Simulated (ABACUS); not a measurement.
# NiO (Fm-3m) in ABACUS: settings compared

Aim: see how the results for NiO move with the level of theory and the settings. Levels: AM05, LDA-PW92, PBE. Tasks: band structure, equation of state.

Program: ABACUS 3.10.1. These are calculated values, not measurements. Logs are shortened: lines on timing, memory, paths and dates and some standing lists are left out, and cuts for length are marked.

## (1) Starting point

Symmetry: Fm-3m, No. 225, cubic system. Conventional cell: a = 4.172 Å, b = 4.172 Å, c = 4.172 Å, α = 90.00°, β = 90.00°, γ = 90.00°. Around Ni (site symmetry m-3m) lie 6 O at 2.09 Å. O (site symmetry m-3m) has 6 Ni at 2.09 Å as nearest neighbours.

## (2) Band structure, AM05, collinear spin, ferromagnetic start

File INPUT:

```
INPUT_PARAMETERS
suffix              NiO
calculation         nscf
basis_type          pw
pseudo_dir          ./
symmetry            -1
dft_functional      GGA_X_AM05+GGA_C_AM05
ecutwfc             98.0
pseudo_rcut         10
nspin               2
nbands              23
ks_solver           dav
smearing_method     fd
smearing_sigma      0.00367493
scf_thr             1e-08
scf_nmax            100
mixing_type         broyden
mixing_beta         0.4
init_chg            file
pw_diag_thr         1e-07
out_band            1
kpar                4
```

File STRU:

```
ATOMIC_SPECIES
Ni 58.6934 Ni.upf
O 15.9990 O.upf

LATTICE_CONSTANT
1.8897261246

LATTICE_VECTORS
0.0000000000 2.0859016414 2.0859016414
2.0859016414 0.0000000000 2.0859016414
2.0859016414 2.0859016414 0.0000000000

ATOMIC_POSITIONS
Cartesian

Ni
0.0
1
0.0000000000 0.0000000000 0.0000000000 1 1 1 mag 1

O
0.0
1
2.0859016414 2.0859016414 2.0859016414 1 1 1 mag 0
```

File KPT:

```
K_POINTS
12
Line
0.00000000 0.00000000 0.00000000 10 // G
0.50000000 0.00000000 0.50000000 10 // X
0.50000000 0.25000000 0.75000000 10 // W
0.37500000 0.37500000 0.75000000 10 // K
0.00000000 0.00000000 0.00000000 10 // G
0.50000000 0.50000000 0.50000000 10 // L
0.62500000 0.25000000 0.62500000 10 // U
0.50000000 0.25000000 0.75000000 10 // W
0.50000000 0.50000000 0.50000000 10 // L
0.37500000 0.37500000 0.75000000 1 // K
0.62500000 0.25000000 0.62500000 10 // U
0.50000000 0.00000000 0.50000000 1 // X
```

Potentials or basis: PseudoDojo NC SR 0.4.1 PBE standard, plane waves.

Launch:

```sh
$ OMP_NUM_THREADS=1 mpirun -np 4 abacus > log
```

running log:

```text
ABACUS v3.10.1

               Atomic-orbital Based Ab-initio Computation at UStc

 ------------------------------------------------------------------------------------

 READING GENERAL INFORMATION
                           global_out_dir = OUT.NiO/
                           global_in_card = INPUT
                               pseudo_dir = ./
                              orbital_dir =
                                    DSIZE = 4
                                    GSIZE = 1

 READING UNITCELL INFORMATION
                                    ntype = 2
                  lattice constant (Bohr) = 1.88973
              lattice constant (Angstrom) = 1

 READING ATOM TYPE 1
                               atom label = Ni
                      L=0, number of zeta = 1
                      L=1, number of zeta = 1
                      L=2, number of zeta = 1
             number of atom for this type = 1
               magnetization of element 1 = 1

 READING ATOM TYPE 2
                               atom label = O
                      L=0, number of zeta = 1
                      L=1, number of zeta = 1
                      L=2, number of zeta = 1
             number of atom for this type = 1
               magnetization of element 2 = 0

                        TOTAL ATOM NUMBER = 2
CARTESIAN COORDINATES ( UNIT =       1.889726124600 Bohr ).
    atom                   x                   y                   z     mag                  vx                  vy                  vz
tauc_Ni1            0.0000000000        0.0000000000        0.0000000000  1.0000        0.0000000000        0.0000000000        0.0000000000
tauc_O1            2.0859016414        2.0859016414        2.0859016414  0.0000        0.0000000000        0.0000000000        0.0000000000

                          Volume (Bohr^3) = 122.492
                             Volume (A^3) = 18.1514

 Lattice vectors: (Cartesian coordinate: in unit of a_0)
                   +0             +2.0859             +2.0859
              +2.0859                  +0             +2.0859
              +2.0859             +2.0859                  +0
 Reciprocal vectors: (Cartesian coordinate: in unit of 2 pi/a_0)
            -0.239704           +0.239704           +0.239704
            +0.239704           -0.239704           +0.239704
            +0.239704           +0.239704           -0.239704
 The esolver type has been set to : ksdft_pw

                PAO radial cut off (Bohr) = 10

 Read in pseudopotential file is Ni.upf
                     pseudopotential type = NC
          exchange-correlation functional = PBE
                 nonlocal core correction = 1
                        valence electrons = 18
                                     lmax = 2
                           number of zeta = 4
                     number of projectors = 6
                           L of projector = 0
                           L of projector = 0
                           L of projector = 1
                           L of projector = 1
                           L of projector = 2
                           L of projector = 2
 XC functional updated to : GGA_X_AM05+GGA_C_AM05
          exchange-correlation functional = GGA_X_AM05+GGA_C_AM05
                PAO radial cut off (Bohr) = 10

 Read in pseudopotential file is O.upf
                     pseudopotential type = NC
          exchange-correlation functional = PBE
                 nonlocal core correction = 1
                        valence electrons = 6
                                     lmax = 2
                           number of zeta = 2
                     number of projectors = 5
                           L of projector = 0
                           L of projector = 0
                           L of projector = 1
                           L of projector = 1
                           L of projector = 2
 XC functional updated to : GGA_X_AM05+GGA_C_AM05
          exchange-correlation functional = GGA_X_AM05+GGA_C_AM05
     initial pseudo atomic orbital number = 14
 The readin total magnetization is 1

 SETUP THE ELECTRONS NUMBER
            electron number of element Ni = 18
      total electron number of element Ni = 18
             electron number of element O = 6
       total electron number of element O = 6
            AUTOSET number of electrons:  = 24
                           occupied bands = 12
                                   NBANDS = 23
                                   NLOCAL = 18

%%%%%%%%%%%%%%%%%%%%%%%%%%%%%%%%%%%%%%%%%%%%%%%%%%%%%%%%%%%%%%%%%%%%%%%%%%%%%%%%%%%%%%%%%%%%%%%%%%%%%%%%%%
 Warning: the number of valence electrons in pseudopotential > 10 for Ni: [Ar] 3d8 4s2
 Pseudopotentials with additional electrons can yield (more) accurate outcomes, but may be less efficient.
 If you're confident that your chosen pseudopotential is appropriate, you can safely ignore this warning.
%%%%%%%%%%%%%%%%%%%%%%%%%%%%%%%%%%%%%%%%%%%%%%%%%%%%%%%%%%%%%%%%%%%%%%%%%%%%%%%%%%%%%%%%%%%%%%%%%%%%%%%%%%

 SETUP THE PLANE WAVE BASIS
 energy cutoff for charge/potential (unit:Ry) = 392
            fft grid for charge/potential = [ 36, 36, 36 ]
                        fft grid division = [ 1, 1, 1 ]
        big fft grid for charge/potential = [ 36, 36, 36 ]
                                     nbxx = 46656
                                     nrxx = 46656

 SETUP PLANE WAVES FOR CHARGE/POTENTIAL
                    number of plane waves = 16145
                         number of sticks = 847

 PARALLEL PW FOR CHARGE/POTENTIAL
     PROC   COLUMNS(POT)             PW
        1            847          16145
 --------------- sum -------------------
        1            847          16145
                            number of |g| = 208
                                  max |g| = 35.3943
                                  min |g| = 0

----------- Double Check Mixing Parameters Begin ------------
mixing_type: broyden
mixing_beta: 0.4
mixing_gg0: 1
mixing_gg0_min: 0.1
mixing_beta_mag: 1.6
mixing_gg0_mag: 0
mixing_ndim: 8
----------- Double Check Mixing Parameters End ------------

 SETUP K-POINTS
                                    nspin = 2
                                   nkstot = 102
K-POINTS DIRECT COORDINATES
 KPOINTS    DIRECT_X    DIRECT_Y    DIRECT_Z  WEIGHT
       1  0.00000000  0.00000000  0.00000000  1.0000
       2  0.05000000  0.00000000  0.05000000  1.0000
       3  0.10000000  0.00000000  0.10000000  1.0000
       4  0.15000000  0.00000000  0.15000000  1.0000
       5  0.20000000  0.00000000  0.20000000  1.0000
       6  0.25000000  0.00000000  0.25000000  1.0000
[... 22 lines left out ...]
      29  0.40000000  0.35000000  0.75000000  1.0000
      30  0.38750000  0.36250000  0.75000000  1.0000
[... 72 further k points ...]

           k-point number in this process = 26
       minimum distributed K point number = 25
                             nks(nspin=2) = 52
                          nkstot(nspin=2) = 204

[... K-POINTS CARTESIAN COORDINATES: 52 rows ...]

[... K-POINTS DIRECT COORDINATES: 52 rows ...]

 SETUP PLANE WAVES FOR WAVE FUNCTIONS
     energy cutoff for wavefunc (unit:Ry) = 98
              fft grid for wave functions = [ 36, 36, 36 ]
                    number of plane waves = 2637
                         number of sticks = 253

 PARALLEL PW FOR WAVE FUNCTIONS
     PROC   COLUMNS(POT)             PW
        1            253           2637
 --------------- sum -------------------
        1            253           2637

 SETUP NONLOCAL PSEUDOPOTENTIALS IN PLANE WAVE BASIS
 Ni non-local projectors:
 projector 1 L=0
 projector 2 L=0
 projector 3 L=1
 projector 4 L=1
 projector 5 L=2
 projector 6 L=2
 O non-local projectors:
 projector 1 L=0
 projector 2 L=0
 projector 3 L=1
 projector 4 L=1
 projector 5 L=2
      TOTAL NUMBER OF NONLOCAL PROJECTORS = 31

 Init Non-Local PseudoPotential table :
 Init Non-Local-Pseudopotential done.

                                     npwx = 2044

 Make real space PAO into reciprocal space.
       max mesh points in Pseudopotential = 1001
     dq(describe PAO in reciprocal space) = 0.01
                                    max q = 1192

 number of pseudo atomic orbitals for Ni is 4
WARNING: norm of atomic wavefunction # 4 of atomic type Ni is 0.999945, renormalized

 number of pseudo atomic orbitals for O is 2

 -------------------------------------------
 NONSELF-CONSISTENT
 -------------------------------------------
                                 init_chg = file
 try to read charge from file
 Read in the charge density: OUT.NiO//NiO-CHARGE-DENSITY.restart

 PW ALGORITHM --------------- ION=   1  ELEC=   1--------------------------------
 k(1/204) Iter steps (avg)=8 threshold=1e-07
 k(2/204) Iter steps (avg)=8 threshold=1e-07
 k(3/204) Iter steps (avg)=8 threshold=1e-07
 k(4/204) Iter steps (avg)=9 threshold=1e-07
 k(5/204) Iter steps (avg)=10 threshold=1e-07
 k(6/204) Iter steps (avg)=9 threshold=1e-07
 k(7/204) Iter steps (avg)=10 threshold=1e-07
 k(8/204) Iter steps (avg)=12 threshold=1e-07
 k(9/204) Iter steps (avg)=14 threshold=1e-07
 k(10/204) Iter steps (avg)=11 threshold=1e-07
[... 32 lines left out ...]
 k(43/204) Iter steps (avg)=13 threshold=1e-07
 k(44/204) Iter steps (avg)=13 threshold=1e-07
 k(45/204) Iter steps (avg)=18 threshold=1e-07
 k(46/204) Iter steps (avg)=23 threshold=1e-07
 k(47/204) Iter steps (avg)=15 threshold=1e-07
 k(48/204) Iter steps (avg)=14 threshold=1e-07
 k(49/204) Iter steps (avg)=14 threshold=1e-07
 k(50/204) Iter steps (avg)=16 threshold=1e-07
 k(51/204) Iter steps (avg)=13 threshold=1e-07
 k(52/204) Iter steps (avg)=14 threshold=1e-07
[... levels at 52 k points of this process ...]

          total magnetism (Bohr mag/cell) = 0.930297
       absolute magnetism (Bohr mag/cell) = 0.933189
                        nelec for spin up = 12.4651
                      nelec for spin down = 11.5349

 Density error is 0.00000000000
                          Error Threshold = 1.00000000000e-07
----------------------------------------------------------
     Energy           Rydberg                 eV
----------------------------------------------------------
 E_KohnSham     -367.7933079362      -5004.0846742014
 E_KS(sigma->0) -367.7926233181      -5004.0753594942
 E_Harris       -367.7933079362      -5004.0846742014
 E_band         -23.3525120813       -317.7272269197
 E_one_elec     -186.3024570449      -2534.7749672105
 E_Hartree      108.0515231710       1470.1163927040
 E_xc           -50.3176973167       -684.6073937467
 E_Ewald        -239.2233075094      -3254.8000765339
 E_entropy(-TS) -0.0013692362        -0.0186294143
 E_descf        0.0000000000         0.0000000000
 E_exx          0.0000000000         0.0000000000
 E_Fermi        1.0572065811         14.3840334657
----------------------------------------------------------

 charge density convergence is achieved
 final etot is -5004.0846742 eV
 EFERMI = 14.384033466 eV

 STATE ENERGY(eV) AND OCCUPATIONS    NSPIN == 2
SPIN UP :
 1/26 kpoint (Cartesian) = 0.0000 0.0000 0.0000 (1989 pws)
       1       -88.8712     0.00980392
       2       -49.2807     0.00980392
       3       -49.2807     0.00980392
       4       -49.2807     0.00980392
       5       -5.90292     0.00980392
       6        11.4123     0.00980392
[... 15 lines left out ...]
      22        40.4066        0.00000
      23        40.4066        0.00000

 2/26 kpoint (Cartesian) = 0.0000 0.023970 0.0000 (2025 pws)
       1       -88.8711     0.00980392
       2       -49.2815     0.00980392
       3       -49.2810     0.00980392
       4       -49.2810     0.00980392
       5       -5.86457     0.00980392
       6        10.8710     0.00980392
[... 15 lines left out ...]
      22        40.4606        0.00000
      23        41.4480        0.00000

 3/26 kpoint (Cartesian) = 0.0000 0.047941 0.0000 (2017 pws)
       1       -88.8708     0.00980392
       2       -49.2837     0.00980392
       3       -49.2819     0.00980392
       4       -49.2819     0.00980392
       5       -5.75352     0.00980392
       6        10.0166     0.00980392
[... 15 lines left out ...]
      22        40.6237        0.00000
      23        43.0455        0.00000

 4/26 kpoint (Cartesian) = 0.0000 0.071911 0.0000 (2009 pws)
       1       -88.8704     0.00980392
       2       -49.2870     0.00980392
       3       -49.2833     0.00980392
       4       -49.2833     0.00980392
       5       -5.58160     0.00980392
       6        9.19661     0.00980392
[... 15 lines left out ...]
      22        40.8991        0.00000
      23        44.3382        0.00000

 5/26 kpoint (Cartesian) = 0.0000 0.095882 0.0000 (2001 pws)
       1       -88.8699     0.00980392
       2       -49.2912     0.00980392
       3       -49.2850     0.00980392
       4       -49.2850     0.00980392
       5       -5.36773     0.00980392
       6        8.50128     0.00980392
[... 15 lines left out ...]
      22        41.9621        0.00000
      23        45.0469        0.00000

 6/26 kpoint (Cartesian) = 0.0000 0.11985 0.0000 (2020 pws)
       1       -88.8693     0.00980392
       2       -49.2959     0.00980392
       3       -49.2869     0.00980392
       4       -49.2869     0.00980392
       5       -5.13609     0.00980392
       6        7.97492     0.00980392
[... 15 lines left out ...]
      22        43.8376        0.00000
      23        44.9680        0.00000

[... levels at 46 further k points ...]

 --------------------------------------------
 !FINAL_ETOT_IS -5004.084674201351 eV
 --------------------------------------------

 Output bands in file: OUT.NiO/BANDS_1.dat

 Output bands in file: OUT.NiO/BANDS_2.dat
```

It took 11 s on 4 MPI ranks of Intel Xeon Platinum 8488C (Sapphire Rapids), shared host; peak memory 0.44 GiB.

Levels at the corners of the path, in eV from the Fermi level:
Spin up:
```tsv
point	band 10	band 11	band 12	band 13	band 14	band 15	band 16	band 17
Γ	-2.28	-2.13	-2.13	-2.13	1.49	17.61	18.88	18.88
X	-1.90	-1.35	-1.05	-1.05	6.20	10.41	12.25	16.57
W	-1.42	-1.42	-1.04	-0.56	8.52	10.57	10.57	13.43
K	-1.18	-1.12	-0.98	-0.54	7.83	10.26	10.38	15.80
Γ	-2.28	-2.13	-2.13	-2.13	1.49	17.61	18.88	18.88
L	-1.34	-0.92	0.79	0.79	5.48	9.92	14.01	14.01
U	-1.18	-1.12	-0.98	-0.54	7.83	10.26	10.38	15.80
W	-1.42	-1.42	-1.04	-0.56	8.52	10.57	10.57	13.43
L	-1.34	-0.92	0.79	0.79	5.48	9.92	14.01	14.01
K	-1.18	-1.12	-0.98	-0.54	7.83	10.26	10.38	15.80
U	-1.18	-1.12	-0.98	-0.54	7.83	10.26	10.38	15.80
X	-1.90	-1.35	-1.05	-1.05	6.20	10.41	12.25	16.57
```
Spin down:
| point | band 8 | band 9 | band 10 | band 11 | band 12 | band 13 | band 14 | band 15 | band 16 | band 17 |
| --- | --- | --- | --- | --- | --- | --- | --- | --- | --- | --- |
| Γ | -2.93 | -1.59 | -1.59 | -1.59 | -1.13 | -1.13 | 1.65 | 17.59 | 19.04 | 19.04 |
| X | -4.25 | -2.63 | -0.71 | -0.44 | -0.44 | -0.17 | 6.41 | 10.59 | 12.45 | 16.76 |
| W | -5.58 | -0.88 | -0.88 | -0.44 | -0.30 | 0.47 | 8.77 | 10.75 | 10.75 | 13.59 |
| K | -4.83 | -1.49 | -0.58 | -0.40 | -0.02 | 0.48 | 8.04 | 10.46 | 10.55 | 15.98 |
| Γ | -2.93 | -1.59 | -1.59 | -1.59 | -1.13 | -1.13 | 1.65 | 17.59 | 19.04 | 19.04 |
| L | -5.23 | -0.70 | -0.70 | -0.35 | 1.71 | 1.71 | 5.57 | 10.18 | 14.14 | 14.14 |
| U | -4.83 | -1.49 | -0.58 | -0.40 | -0.02 | 0.48 | 8.04 | 10.46 | 10.55 | 15.98 |
| W | -5.58 | -0.88 | -0.88 | -0.44 | -0.30 | 0.47 | 8.77 | 10.75 | 10.75 | 13.59 |
| L | -5.23 | -0.70 | -0.70 | -0.35 | 1.71 | 1.71 | 5.57 | 10.18 | 14.14 | 14.14 |
| K | -4.83 | -1.49 | -0.58 | -0.40 | -0.02 | 0.48 | 8.04 | 10.46 | 10.55 | 15.98 |
| U | -4.83 | -1.49 | -0.58 | -0.40 | -0.02 | 0.48 | 8.04 | 10.46 | 10.55 | 15.98 |
| X | -4.25 | -2.63 | -0.71 | -0.44 | -0.44 | -0.17 | 6.41 | 10.59 | 12.45 | 16.76 |

Caveat: the density is read from an earlier self-consistent run, whose mesh may be coarse.

## (3) Band structure, LDA-PW92, collinear spin, ferromagnetic start

INPUT, as its differences from that of step 2:

```diff
@@ -6,3 +6,3 @@
 symmetry            -1
-dft_functional      GGA_X_AM05+GGA_C_AM05
+dft_functional      LDA_X+LDA_C_PW
 ecutwfc             98.0
```

File STRU:

```
ATOMIC_SPECIES
Ni 58.6934 Ni.upf
O 15.9990 O.upf

LATTICE_CONSTANT
1.8897261246

LATTICE_VECTORS
0.0000000000 2.0859016400 2.0859016400
2.0859016400 0.0000000000 2.0859016400
2.0859016400 2.0859016400 0.0000000000

ATOMIC_POSITIONS
Direct

Ni
0.0
1
0.0000000000 0.0000000000 0.0000000000 1 1 1 mag 1

O
0.0
1
0.5000000000 0.5000000000 0.5000000000 1 1 1 mag 0
```

KPT is that of step 2.

Potentials or basis: PseudoDojo NC SR 0.4.1 LDA standard, plane waves.

Launch:

```sh
$ OMP_NUM_THREADS=1 mpirun -np 4 abacus > log
```

Wall time 16 s (4 MPI ranks of Intel Xeon Platinum 8259CL at 2.50GHz (Skylake/Cascade Lake), shared host); peak memory 0.44 GiB.

Levels at the corners of the path, in eV from the Fermi level:
Spin up:
```csv
point,band 10,band 11,band 12,band 13,band 14,band 15,band 16,band 17
Γ,-2.17,-2.06,-2.06,-2.06,1.67,17.79,18.95,18.95
X,-1.80,-1.22,-0.97,-0.97,6.23,10.43,12.38,16.52
W,-1.35,-1.35,-0.97,-0.47,8.50,10.62,10.62,13.47
K,-1.10,-1.01,-0.91,-0.45,7.84,10.33,10.41,15.77
Γ,-2.17,-2.06,-2.06,-2.06,1.67,17.79,18.95,18.95
L,-1.27,-0.85,0.87,0.87,5.62,9.91,14.02,14.02
U,-1.10,-1.01,-0.91,-0.45,7.84,10.33,10.41,15.77
W,-1.35,-1.35,-0.97,-0.47,8.50,10.62,10.62,13.47
L,-1.27,-0.85,0.87,0.87,5.62,9.91,14.02,14.02
K,-1.10,-1.01,-0.91,-0.45,7.84,10.33,10.41,15.77
U,-1.10,-1.01,-0.91,-0.45,7.84,10.33,10.41,15.77
X,-1.80,-1.22,-0.97,-0.97,6.23,10.43,12.38,16.52
```
Spin down:
| point | band 10 | band 11 | band 12 | band 13 | band 14 | band 15 |
| --- | --- | --- | --- | --- | --- | --- |
| Γ | -1.57 | -1.57 | -1.19 | -1.19 | 1.83 | 17.81 |
| X | -0.78 | -0.42 | -0.42 | -0.21 | 6.42 | 10.60 |
| W | -0.86 | -0.42 | -0.35 | 0.42 | 8.73 | 10.80 |
| K | -0.56 | -0.38 | -0.06 | 0.42 | 8.03 | 10.52 |
| Γ | -1.57 | -1.57 | -1.19 | -1.19 | 1.83 | 17.81 |
| L | -0.70 | -0.34 | 1.66 | 1.66 | 5.72 | 10.14 |
| U | -0.56 | -0.38 | -0.06 | 0.42 | 8.03 | 10.52 |
| W | -0.86 | -0.42 | -0.35 | 0.42 | 8.73 | 10.80 |
| L | -0.70 | -0.34 | 1.66 | 1.66 | 5.72 | 10.14 |
| K | -0.56 | -0.38 | -0.06 | 0.42 | 8.03 | 10.52 |
| U | -0.56 | -0.38 | -0.06 | 0.42 | 8.03 | 10.52 |
| X | -0.78 | -0.42 | -0.42 | -0.21 | 6.42 | 10.60 |

Caveat: the density is read from an earlier self-consistent run, whose mesh may be coarse.

(Part 1 of 2 ends here.)
